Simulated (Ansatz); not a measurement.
Structure: a 4-atom cell of CuI (P4/nmm) from a materials database, at its r2SCAN+rVV10 minimum. It is tetragonal, P4/nmm (No. 129); a = 4.055 Å, c = 6.346 Å in the conventional setting, 26.09 Å³ an atom. Cu is surrounded by 4 I at 2.64 Å; I is surrounded by 4 Cu at 2.64 Å.

```cif
data_structure
_symmetry_space_group_name_H-M 'P4/nmm:1'
_symmetry_Int_Tables_number 129
_cell_length_a 4.0551
_cell_length_b 4.0551
_cell_length_c 6.3457
_cell_angle_alpha 90.000
_cell_angle_beta 90.000
_cell_angle_gamma 90.000
_cell_volume 104.35
loop_
_atom_site_label
_atom_site_type_symbol
_atom_site_symmetry_multiplicity
_atom_site_Wyckoff_symbol
_atom_site_fract_x
_atom_site_fract_y
_atom_site_fract_z
_atom_site_occupancy
Cu1 Cu 2 a 0.50000 0.50000 0.00000 1
I1 I 2 c 0.50000 0.00000 0.26671 1
```

5 runs of the plane-wave code Ansatz on this cell differ in the functional (and in the settings that go with it). Levels are in eV from each run's valence top; v1 is the last filled band, c1 the first empty one.

Run A, mean stress +2.3 GPa (compression positive):
```tsv
point	v2	v1	c1	c2
Γ	0.00	0.00	3.60	5.15
X	-0.65	-0.65	5.96	5.96
M	-1.77	-1.77	4.43	4.43
Z	-0.48	-0.48	5.46	5.52
R	-0.61	-0.61	4.23	4.23
A	-1.63	-1.63	6.00	6.00
```

Run B, mean stress +1.8 GPa (compression positive):
```tsv
point	v2	v1	c1	c2
Γ	0.00	0.00	3.93	5.35
X	-0.65	-0.65	6.29	6.29
M	-1.79	-1.79	4.61	4.61
Z	-0.48	-0.48	5.75	5.83
R	-0.62	-0.62	4.54	4.54
A	-1.65	-1.65	6.21	6.21
```

Run C, mean stress +2.2 GPa (compression positive):
```tsv
point	v2	v1	c1	c2
Γ	0.00	0.00	1.58	3.04
X	-0.53	-0.53	3.72	3.72
M	-1.14	-1.14	2.49	2.49
Z	-0.39	-0.39	3.30	3.43
R	-0.49	-0.49	2.19	2.19
A	-1.03	-1.03	4.12	4.12
```

Run D, mean stress +1.1 GPa (compression positive):
```tsv
point	v2	v1	c1	c2
Γ	0.00	0.00	2.08	3.43
X	-0.53	-0.53	4.17	4.17
M	-1.13	-1.13	2.84	2.84
Z	-0.39	-0.39	3.70	3.86
R	-0.50	-0.50	2.61	2.61
A	-1.03	-1.03	4.40	4.40
```

Run E, mean stress +2.4 GPa (compression positive):
```tsv
point	v2	v1	c1	c2
Γ	0.00	0.00	2.92	4.45
X	-0.63	-0.63	5.23	5.23
M	-1.73	-1.73	3.73	3.73
Z	-0.47	-0.47	4.76	4.80
R	-0.60	-0.60	3.53	3.53
A	-1.59	-1.59	5.28	5.28
```

Question: Match the runs to PBE, r2SCAN, HSE06, PBE0, r2SCAN0.

Answer: A is PBE0, B is r2SCAN0, C is PBE, D is r2SCAN, E is HSE06. In order of the gap: PBE 1.58, r2SCAN 2.08, HSE06 2.92, PBE0 3.60, r2SCAN0 3.93 eV.

No spin polarisation and no zero-point or thermal motion.

Spin-orbit coupling is left out, which matters wherever the heavy atoms make up the band edges.

The program warns that its thresholds are loose for a hybrid's stress.

The meshes of the hybrids are coarse, so their gaps aren't converged to the digits shown.
